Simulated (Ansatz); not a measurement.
# What pressure 2.1 GPa does to GeTe

The reference is GeTe (space group R3m, No. 160; a = 4.162 Å, c = 10.463 Å (hexagonal axes)).

It is then changed as follows: a hydrostatic pressure of 2.1 GPa.

Level of theory: PBEsol (Ansatz, a program for electronic structure), without spin-orbit coupling. k-mesh 10×10×10 (Γ-centred); smearing 0.05 eV (Fermi–Dirac).

The volume per atom drops by 1.087 Å³ (26.16 Å³ → 25.08 Å³) and the density grows by 0.28 g/cm³ to 6.63 g/cm³. The lattice parameter a drops by 0.0437 Å to 4.119 Å and the c/a ratio shrinks by 0.027, from 2.514 to 2.487. The shortest interatomic distance shrinks by 0.0102 Å (2.833 Å → 2.822 Å) and the enthalpy H = E + PV relative to the base's energy is +0.34 eV/atom. The band gap decreases by 0.19 eV to 0.32 eV (an upper bound: an edge found on the path is not a true extremum; the base alone).

Final structure:

```
CELL_PARAMETERS angstrom
      2.05927     1.18892     3.41419
     -2.05927     1.18892     3.41419
      0.00000    -2.37784     3.41419
ATOMIC_POSITIONS crystal
  Ge 0.24090 0.24090 0.24090
  Te 0.75910 0.75910 0.75910
```

With Te present, leaving out spin-orbit coupling can change the band edges. Load acts through the strain it causes; cell and atoms are relaxed under it. Stability against distortions was not tested.
